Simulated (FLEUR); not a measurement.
# C (Fd-3m) in FLEUR: further runs

The runs below take C through band structure, equation of state, with LDA (von Barth-Hedin).

Everything below comes from runs of FLEUR MaX-R8.1 (patched build s14). Logs are shortened: lines on timing, memory, paths and dates and some standing lists are left out, and cuts for length are marked.

**Experimental background.**

“Equation of state of cubic boron nitride at high pressures and temperatures”, 2007, arxiv:cond-mat/0702656 quotes, for a bulk crystal of C: bulk modulus 442 ± 5 GPa.

The results are compared with them further down.

## (1) The structure

The structure is cubic, space group Fd-3m (No. 227). The conventional cell has a = 3.567 Å, b = 3.567 Å, c = 3.567 Å, α = 90.00°, β = 90.00°, γ = 90.00°. C (site symmetry -43m) is surrounded by 4 C at 1.54 Å.

This isn't the form of C at room conditions, which is graphite.

## (2) Band structure, LDA (von Barth-Hedin)

Input file inp.xml:

```xml
<?xml version="1.0" encoding="UTF-8" standalone="no"?>
<fleurInput fleurInputVersion="0.39">
   <comment>
      C                                                                                                   
   </comment>
   <calculationSetup>
      <cutoffs Kmax="5.04" Gmax="15.6" GmaxXC="15.6" numbands="0"/>
      <scfLoop itmax="60" minDistance="0.00001" maxIterBroyd="15" imix="Anderson" alpha="0.05" precondParam="0.0" spinf="2.0"/>
      <coreElectrons ctail="T" frcor="F" kcrel="0" coretail_lmax="0"/>
      <xcFunctional name="bh" relativisticCorrections="F"/>
      <magnetism jspins="1"/>
      <soc l_soc="F" theta="0.0" phi="0.0" spav="F"/>
      <expertModes spex="0" secvar="F"/>
      <geometryOptimization l_f="F" forcealpha="1.0" forcemix="BFGS" epsdisp="0.00001" epsforce="0.00001"/>
      <ldaU l_linMix="F" mixParam="0.05" spinf="1.0"/>
   </calculationSetup>
   <cell>
      <bzIntegration valenceElectrons="8.0" mode="hist" fermiSmearingEnergy="0.00183747">
         <kPointListSelection listName="default-1"/>
         <!-- k-points included here -->
         <xi:include xmlns:xi="http://www.w3.org/2001/XInclude" href="kpts.xml"> </xi:include>
      </bzIntegration>
      <!-- symmetry operations included here -->
      <xi:include xmlns:xi="http://www.w3.org/2001/XInclude" href="sym.xml"> </xi:include>
      <bulkLattice scale="1.0">
         <bravaisMatrix>
            <row-1>    0.0000000000000000     3.3700808788279017     3.3700808788279017</row-1>
            <row-2>    3.3700808788279017     0.0000000000000000     3.3700808788279017</row-2>
            <row-3>    3.3700808788279017     3.3700808788279017     0.0000000000000000</row-3>
         </bravaisMatrix>
      </bulkLattice>
   </cell>
   <atomSpecies>
      <species name="Carbon (C)" element="C" atomicNumber="6">
         <mtSphere radius="1.35" gridPoints="447" logIncrement="0.023"/>
         <atomicCutoffs lmax="5" lnonsphr="3"/>
         <electronConfig flipSpins="F">
            <coreConfig>(1s1/2)</coreConfig>
            <valenceConfig>(2s1/2) (2p1/2) (2p3/2)</valenceConfig>
            <stateOccupation state="(2p1/2)" spinUp="0.333333" spinDown="0.333333"/>
            <stateOccupation state="(2p3/2)" spinUp="0.666667" spinDown="0.666667"/>
         </electronConfig>
         <energyParameters s="2" p="2" d="3" f="4"/>
         <lo type="SCLO" l="0" n="2" eDeriv="2"/>
         <lo type="SCLO" l="1" n="2" eDeriv="2"/>
         <lo type="SCLO" l="2" n="3" eDeriv="2"/>
      </species>
   </atomSpecies>
   <atomGroups>
      <atomGroup species="Carbon (C)">
         <relPos label="                   1">-3.000/8.000 -3.000/8.000 -3.000/8.000</relPos>
         <relPos label="                   2">3.000/8.000 3.000/8.000 3.000/8.000</relPos>
         <force calculate="T" relaxXYZ="TTT"/>
      </atomGroup>
   </atomGroups>
   <output dos="F" band="F" slice="F">
      <checks vchk="F" cdinf="F"/>
      <bandDOS minEnergy="-.5*Htr" maxEnergy="0.5*Htr" sigma="0.015" storeEVData="T"/>
      <vacuumDOS vacdos="F" integ="F" star="F" nstars="0" locx1="0.0" locy1="0.0" locx2="0.0" locy2="0.0" nstm="0" tworkf="0.0"/>
      <unfoldingBand unfoldBand="F" supercellX="1" supercellY="1" supercellZ="1"/>
      <plotting iplot="0" polar="F">
         <plot TwoD="T" vec1="  1.0  0.0  0.0" vec2="  0.0  1.0  0.0" vec3="  0.0  0.0  1.0" zero="  0.0  0.0  0.0" file="plot"/>
      </plotting>
      <chargeDensitySlicing numkpt="0" minEigenval="0.0" maxEigenval="0.0" nnne="0" pallst="F"/>
      <specialOutput eonly="F"/>
      <magneticCircularDichroism mcd="F" energyLo="-10.0" energyUp="0.0"/>
   </output>
  <!-- We include the file relax.xml here to enable relaxations (see documentation) -->
  <xi:include xmlns:xi="http://www.w3.org/2001/XInclude" href="relax.xml"> <xi:fallback/> </xi:include>
</fleurInput>
```

Input file crystal.txt:

```
C
&input cartesian=F /
0.0000000000  1.7833700000  1.7833700000
1.7833700000  0.0000000000  1.7833700000
1.7833700000  1.7833700000  0.0000000000
1.8897261246
1.0 1.0 1.0

2
6 0.7500000000  0.7500000000  0.7500000000
6 0.5000000000  0.5000000000  0.5000000000

&kpt div1=13 div2=13 div3=13 gamma=T /
```

Input file inp.xml (bands):

```
<?xml version="1.0" encoding="UTF-8" standalone="no"?>
<fleurInput fleurInputVersion="0.39">
   <comment>
      C                                                                                                   
   </comment>
   <calculationSetup>
      <cutoffs Kmax="5.04" Gmax="15.6" GmaxXC="15.6" numbands="0"/>
      <scfLoop itmax="60" minDistance="0.00001" maxIterBroyd="15" imix="Anderson" alpha="0.05" precondParam="0.0" spinf="2.0"/>
      <coreElectrons ctail="T" frcor="F" kcrel="0" coretail_lmax="0"/>
      <xcFunctional name="bh" relativisticCorrections="F"/>
      <magnetism jspins="1"/>
      <soc l_soc="F" theta="0.0" phi="0.0" spav="F"/>
      <expertModes spex="0" secvar="F"/>
      <geometryOptimization l_f="F" forcealpha="1.0" forcemix="BFGS" epsdisp="0.00001" epsforce="0.00001"/>
      <ldaU l_linMix="F" mixParam="0.05" spinf="1.0"/>
   </calculationSetup>
   <cell>
      <bzIntegration valenceElectrons="8.0" mode="hist" fermiSmearingEnergy="0.00183747">
         <kPointListSelection listName="path-1"/>
         <!-- k-points included here -->
         <xi:include xmlns:xi="http://www.w3.org/2001/XInclude" href="kpts.xml"> </xi:include>
      </bzIntegration>
      <!-- symmetry operations included here -->
      <xi:include xmlns:xi="http://www.w3.org/2001/XInclude" href="sym.xml"> </xi:include>
      <bulkLattice scale="1.0">
         <bravaisMatrix>
            <row-1>    0.0000000000000000     3.3700808788279017     3.3700808788279017</row-1>
            <row-2>    3.3700808788279017     0.0000000000000000     3.3700808788279017</row-2>
            <row-3>    3.3700808788279017     3.3700808788279017     0.0000000000000000</row-3>
         </bravaisMatrix>
      </bulkLattice>
   </cell>
   <atomSpecies>
      <species name="Carbon (C)" element="C" atomicNumber="6">
         <mtSphere radius="1.35" gridPoints="447" logIncrement="0.023"/>
         <atomicCutoffs lmax="5" lnonsphr="3"/>
         <electronConfig flipSpins="F">
            <coreConfig>(1s1/2)</coreConfig>
            <valenceConfig>(2s1/2) (2p1/2) (2p3/2)</valenceConfig>
            <stateOccupation state="(2p1/2)" spinUp="0.333333" spinDown="0.333333"/>
            <stateOccupation state="(2p3/2)" spinUp="0.666667" spinDown="0.666667"/>
         </electronConfig>
         <energyParameters s="2" p="2" d="3" f="4"/>
         <lo type="SCLO" l="0" n="2" eDeriv="2"/>
         <lo type="SCLO" l="1" n="2" eDeriv="2"/>
         <lo type="SCLO" l="2" n="3" eDeriv="2"/>
      </species>
   </atomSpecies>
   <atomGroups>
      <atomGroup species="Carbon (C)">
         <relPos label="                   1">-3.000/8.000 -3.000/8.000 -3.000/8.000</relPos>
         <relPos label="                   2">3.000/8.000 3.000/8.000 3.000/8.000</relPos>
         <force calculate="T" relaxXYZ="TTT"/>
      </atomGroup>
   </atomGroups>
   <output dos="F" band="T" slice="F">
      <checks vchk="F" cdinf="F"/>
      <bandDOS minEnergy="-.5*Htr" maxEnergy="0.5*Htr" sigma="0.015" storeEVData="T"/>
      <vacuumDOS vacdos="F" integ="F" star="F" nstars="0" locx1="0.0" locy1="0.0" locx2="0.0" locy2="0.0" nstm="0" tworkf="0.0"/>
      <unfoldingBand unfoldBand="F" supercellX="1" supercellY="1" supercellZ="1"/>
      <plotting iplot="0" polar="F">
         <plot TwoD="T" vec1="  1.0  0.0  0.0" vec2="  0.0  1.0  0.0" vec3="  0.0  0.0  1.0" zero="  0.0  0.0  0.0" file="plot"/>
      </plotting>
      <chargeDensitySlicing numkpt="0" minEigenval="0.0" maxEigenval="0.0" nnne="0" pallst="F"/>
      <specialOutput eonly="F"/>
      <magneticCircularDichroism mcd="F" energyLo="-10.0" energyUp="0.0"/>
   </output>
  <!-- We include the file relax.xml here to enable relaxations (see documentation) -->
  <xi:include xmlns:xi="http://www.w3.org/2001/XInclude" href="relax.xml"> <xi:fallback/> </xi:include>
</fleurInput>
```

Potentials or basis: all-electron, FLAPW.

Started as:

```sh
$ inpgen -f crystal.txt -profile fastHighL
$ # inp.xml edited to the form shown
$ fleur
$ fleur   # second run, on inp.xml (bands)
```

The log of the run:

```text
Welcome to FLEUR        (www.flapw.de)
      MaX-Release 8.1          (www.max-centre.eu)

 ========== k-point set info ==========
 Selected k-point list: default-1
 k-point list type: mesh
 13 x 13 x 13
 Number of k points: 84

 ------------Calculation Setup---------------------------
 Number of OMP-threads    :            1
 Number of basis functions:          204
 Approximate size of matrices (H+S) per k-point:         0.001 GB
 --------------------------------------------------------
 Iteration:     1   Distance:      25.97908681 me/bohr^3
 Iteration:     2   Distance:      24.46876937 me/bohr^3
 Iteration:     3   Distance:       4.04667679 me/bohr^3
 Iteration:     4   Distance:       1.51561821 me/bohr^3
 Iteration:     5   Distance:       0.27111282 me/bohr^3
 Iteration:     6   Distance:       0.04510771 me/bohr^3
 Iteration:     7   Distance:       0.00914221 me/bohr^3
 Iteration:     8   Distance:       0.00049646 me/bohr^3
 Iteration:     9   Distance:       0.00025946 me/bohr^3
 Iteration:    10   Distance:       0.00000330 me/bohr^3

 ********************************************************************
 Run finished successfully
 Stop message:
   all done
 ********************************************************************
```

output (bands):

```text
Welcome to FLEUR        (www.flapw.de)
      MaX-Release 8.1          (www.max-centre.eu)

 ========== k-point set info ==========
 Selected k-point list: path-1
 k-point list type: path
 Number of k points: 60

 ------------Calculation Setup---------------------------
 Number of OMP-threads    :            1
 Number of basis functions:          204
 Approximate size of matrices (H+S) per k-point:         0.001 GB
 --------------------------------------------------------
 Fermi energy correction for insulators:
 No automatic correction of the Fermi energy has been performed.

 Note: Band structure data (together with different weights) is also stored in the banddos.hdf file.
       A convenient way of extracting and plotting the data from that file is by making use of the

 ********************************************************************
 Run finished successfully
 Stop message:
   Charge density postprocessing done.
 ********************************************************************
```

out.xml (last iteration):

```text
<iteration numberForCurrentRun="   10" overallNumber="   10">
         <energyParameters units="Htr">
            <atomicEP atomType="1" spin="1" branch="2s" branchLowest="-9.23" branchHighest="2.74" value="-0.2866093974"/>
            <atomicEP atomType="1" spin="1" branch="2p" branchLowest="-9.99" branchHighest="2.28" value="-0.0904708375"/>
            <atomicEP atomType="1" spin="1" branch="3d" branchLowest="-9.99" branchHighest="6.90" value="0.1139515164"/>
            <atomicEP atomType="1" spin="1" branch="4f" branchLowest="-9.99" branchHighest="11.59" value="0.2737696441"/>
            <loAtomicEP atomType="1" spin="1" branch="2s" branchLowest="-9.23" branchHighest="2.74" value="-0.2866093974"/>
            <loAtomicEP atomType="1" spin="1" branch="2p" branchLowest="-9.99" branchHighest="2.28" value="-0.0904850961"/>
            <loAtomicEP atomType="1" spin="1" branch="3d" branchLowest="-9.99" branchHighest="6.90" value="0.1139505046"/>
         </energyParameters>
         <eigenvalues>
            <eigenvaluesAt spin="1" ikpt="1" k_x="0.00000000" k_y="0.00000000" k_z="0.00000000">
                      -0.3604449206        0.4227593488        0.4227593488        0.4227593488        0.6271446794
                       0.6271446794        0.6271446794
            </eigenvaluesAt>
            <eigenvaluesAt spin="1" ikpt="2" k_x="0.00000000" k_y="0.00000000" k_z="0.07692308">
                      -0.3544309169        0.3842149083        0.4126029541        0.4126029541        0.6404301805
                       0.6404301805        0.6501291050
            </eigenvaluesAt>
            <eigenvaluesAt spin="1" ikpt="3" k_x="0.00000000" k_y="0.00000000" k_z="0.15384615">
                      -0.3364467646        0.3018414943        0.3896827201        0.3896827201        0.6705289810
                       0.6705289810        0.6884479936
            </eigenvaluesAt>
            <eigenvaluesAt spin="1" ikpt="4" k_x="0.00000000" k_y="0.00000000" k_z="0.23076923">
                      -0.3066933807        0.2071057690        0.3648850409        0.3648850409        0.7010010804
                       0.7010010804        0.7182384085
            </eigenvaluesAt>
         </eigenvalues>
         <bandgap value="4.1227657603" units="eV"/>
         <sumValenceSingleParticleEnergies value="0.7681159509" units="Htr"/>
         <FermiEnergy value="0.4227593488" units="Htr"/>
         <valenceDensity>
            <mtCharges spin="1">
               <mtCharge atomType="1" total="2.0943586" s="0.6424094" p="1.4167030" d="0.0316439" f="0.0030462"/>
            </mtCharges>
            <spinDependentCharge spin="1" total="8.0000000" interstitial="3.8112828" mtSpheres="4.1887172"/>
            <totalCharge value="8.0000000000"/>
         </valenceDensity>
         <coreStates atomType="     1" atomicNumber="  6" spin="1" kinEnergy="     31.4503405866" eigValSum="    -18.4744942222" lostElectrons=" 0.000197">
            <state n="1" l="0" j="0.5" energy="-9.2372471111" weight="1.0000000000"/>
         </coreStates>
         <allElectronCharges>
            <spinDependentCharge spin="1" total="12.0000000" interstitial="3.8116726" mtSpheres="8.1883274"/>
            <totalCharge value="11.9999999973"/>
         </allElectronCharges>
         <totalEnergy                                    value="      -75.8421903650" units="Htr">
            <sumOfEigenvalues                            value="      -36.1808724934">
               <coreElectrons value="-36.9489884443"/>
               <valenceElectrons value="0.7681159509"/>
            </sumOfEigenvalues>
            <densityCoulombPotentialIntegral value="-97.5485260482"/>
            <densityEffectivePotentialIntegral value="-111.2513570463"/>
            <chargeDenXCDenIntegral value="-10.4599851920"/>
            <FockExchangeEnergyValence value="0.0000000000"/>
            <FockExchangeEnergyCore value="0.0000000000"/>
            <atomTypeDependentContributions atomType="1">
               <electronNucleiInteractionDifferentMTs value="82.9428389141"/>
               <MadelungTerm value="-8.7355877877"/>
            </atomTypeDependentContributions>
            <tkbTimesEntropy value="0.0000000000"/>
            <freeEnergy value="-75.8421903650"/>
            <extrapolationTo0K value="-75.8421903650"/>
         </totalEnergy>
         <densityConvergence units="me/bohr^3">
            <chargeDensity spin="1" distance="0.0000033007"/>
         </densityConvergence>
      </iteration>
```

Run time: 5.4 s. Hardware: 1 thread of Intel Xeon Platinum 8375C at 2.90GHz (Ice Lake), shared host; peak memory 0.04 GiB.

What came out:

```yaml
Free_energy: -2063.7711 eV
Band_gap_on_the_k_mesh: 4.12 eV, indirect (least direct gap 5.56 eV)
Band_gap_along_the_path: 4.11 eV, indirect (least direct gap 5.56 eV)
Valence_electrons_inside_the_program's_atomic_spheres: C 2.09 (radii C 1.35 bohr)
```

Levels at the corners of the path, in eV from the valence-band top:
| point | band 1 | band 2 | band 3 | band 4 | band 5 | band 6 | band 7 |
| --- | --- | --- | --- | --- | --- | --- | --- |
| Γ | -21.31 | 0.00 | 0.00 | 0.00 | 5.56 | 5.56 | 5.56 |
| X | -12.60 | -12.60 | -6.27 | -6.27 | 4.72 | 4.72 | 16.61 |
| W | -11.77 | -11.77 | -8.34 | -8.34 | 10.46 | 10.46 | 12.33 |
| K | -12.76 | -11.58 | -9.34 | -5.34 | 5.63 | 10.67 | 14.23 |
| Γ | -21.31 | 0.00 | 0.00 | 0.00 | 5.56 | 5.56 | 5.56 |
| L | -15.48 | -13.34 | -2.78 | -2.78 | 8.40 | 8.40 | 9.00 |
| U | -12.76 | -11.58 | -9.34 | -5.34 | 5.63 | 10.67 | 14.23 |
| W | -11.77 | -11.77 | -8.34 | -8.34 | 10.46 | 10.46 | 12.33 |
| L | -15.48 | -13.34 | -2.78 | -2.78 | 8.40 | 8.40 | 9.00 |
| K | -12.76 | -11.58 | -9.34 | -5.34 | 5.63 | 10.67 | 14.23 |
| U | -12.76 | -11.58 | -9.34 | -5.34 | 5.63 | 10.67 | 14.23 |
| X | -12.60 | -12.60 | -6.27 | -6.27 | 4.72 | 4.72 | 16.61 |

Core levels (eV from the Fermi level):
| atom | levels |
| --- | --- |
| 1 C | 1s1/2 -262.9 |
| 2 C | 1s1/2 -262.9 |

(Continued in part 2 of 2.)
